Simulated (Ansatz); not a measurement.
# Cd: which structure wins, scalar-relativistic

Aim: relax Cd in several structures (fcc, bcc, hcp, sc, diamond) and rank them by energy, scalar-relativistic. The runs shown use PAW.

Method: DFT, PBE, PAW with Ansatz's default frozen-core files, scalar-relativistic, in Ansatz 0.2.0.

### Step 1. The system as given

It takes space group Fm-3m (No. 225, cubic). Conventional cell: a = 4.521 Å, b = 4.521 Å, c = 4.521 Å, α = 90.00°, β = 90.00°, γ = 90.00°. Cd (site symmetry m-3m) has 12 Cd at 3.20 Å as nearest neighbours.

Structure file:

```cif
data_structure
_symmetry_space_group_name_H-M 'P 1'
_symmetry_Int_Tables_number 1
_cell_length_a 3.1970
_cell_length_b 3.1970
_cell_length_c 3.1970
_cell_angle_alpha 60.000
_cell_angle_beta 60.000
_cell_angle_gamma 60.000
_cell_volume 23.11
loop_
_atom_site_label
_atom_site_type_symbol
_atom_site_fract_x
_atom_site_fract_y
_atom_site_fract_z
_atom_site_occupancy
Cd1 Cd 0.00000 0.00000 0.00000 1
```

### Step 2. Fcc relaxed, PAW

Input file input.yaml:

```yaml
crystal:
  lattice:
    - [0.0, 2.2606409543, 2.2606409543]
    - [2.2606409543, 0.0, 2.2606409543]
    - [2.2606409543, 2.2606409543, 0.0]
  atoms:
    - { symbol: Cd, position: [0.0, 0.0, 0.0] }
kpoints:
  mp_grid: { grid: [16, 16, 16] }
scf:
  occupations: { method: fermi_dirac, width: 0.05 }
hamiltonian:
  xc: pbe
  pseudopotentials: { kind: paw }
output:
  forces: true
  stress: true
  write_density: true
  write_potential: true
  elf: true
  volumetric_format: npy
relax:
  f_tol: 0.005
  max_steps: 40
  cell: {}
```

The run is started by

```sh
$ ansatz run input.yaml --threads 1 --pin off --max-ram 3072MiB --backend cpu --events-out ev --progress --plain --runs-dir out
```

After this run come: Bcc relaxed, PAW; Hcp relaxed, PAW; Sc relaxed, PAW; Diamond relaxed, PAW.

What does the calculation give? Wanted: lowest.

**Answer**, as computed:

```
    quantity                        value
lowest (PAW)  fcc, 3.2 meV/atom under hcp
```

By PAW the order is fcc < hcp < bcc < sc < diamond. Only these structures were tried, with electrons smeared by 0.05 eV and without vibrations, so the true ground state may be another. The k meshes differ between phases and weren't tested, which can move differences by some meV.
